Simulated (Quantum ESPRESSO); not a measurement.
Crystal: Ag.

```
CELL_PARAMETERS angstrom
0.00000 2.04275 2.04275
2.04275 0.00000 2.04275
2.04275 2.04275 0.00000
ATOMIC_POSITIONS crystal
Ag 0.00000 0.00000 0.00000
```

Base run:

* Program: Quantum ESPRESSO 7.5
* Functional: revTPSS
* Potentials or basis: SG15 PBE 1.2
* Cutoff: 952 eV
* Density cutoff: 3810 eV
* k mesh: 8 × 8 × 8
* Occupations: fermi-dirac, width 0.05 eV
* Spin: no spin polarisation

Its results: band gap on the k mesh none (metal or under the smearing width); pressure -2.3 GPa.

Task: After a change of settings the same cell gave: band gap on the k mesh none (metal or under the smearing width); pressure -4.7 GPa. Which change was it?
A. functional from revTPSS to TPSS
B. functional from revTPSS to HLE16; k mesh from 8 × 8 × 8 to 11 × 11 × 11
C. functional from revTPSS to RPBE; k mesh from 8 × 8 × 8 to 11 × 11 × 11
D. functional from revTPSS to r2SCAN

Result: B.

Caveats: the potentials were made for another functional, which shifts forces and pressure; the potentials were made for a functional far from this one (some runs).

Runs at the PBE level aren't shown here.
